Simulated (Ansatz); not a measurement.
## MoS2: deformation potentials from a series

```
CELL_PARAMETERS angstrom
3.16100 0.00000 0.00000
-1.58050 2.73751 0.00000
0.00000 0.00000 12.29500
ATOMIC_POSITIONS crystal
Mo 0.33333 0.66667 0.25000
Mo 0.66667 0.33333 0.75000
S 0.33333 0.66667 0.62750
S 0.66667 0.33333 0.12750
S 0.33333 0.66667 0.87250
S 0.66667 0.33333 0.37250
```

Atoms are numbered in the order listed.

The cell comes from COD entry 9007660, which wasn't checked; take it as a given geometry.

Level of theory: Ansatz 0.2.0, DFT, LDA, all-electron LAPW, scalar-relativistic.

Settings: a Γ-centred 10×10×3 k mesh, Fermi–Dirac smearing of 0.03 eV, basis error target 1 meV/atom, no spin polarisation.

The strain is applied along the Cartesian axes of the cell as listed (the other components stay zero). Fractional coordinates are held (clamped ions).

Only quantities that a quadratic follows smoothly over the whole series are listed; rougher ones are left out.

| εzz | direct gap at Γ (eV) |
| --- | --- |
| -0.0300 | 1.708 |
| -0.0200 | 1.793 |
| -0.0100 | 1.877 |
| 0.0000 | 1.960 |
| 0.0100 | 2.040 |
| 0.0300 | 2.194 |

**Question.** Fit the series and give the slopes at zero strain.

**Answer.** Least-squares fits y = p0 + p1 x + p2 x² to the rows give direct gap at Γ (eV): p1 = 8.11, p2 = -9.6.

**Question.** One run, at εzz = 0.0200, is withheld. Predict its row.

**Answer.** The fits give 2.118; the run gave 2.118.
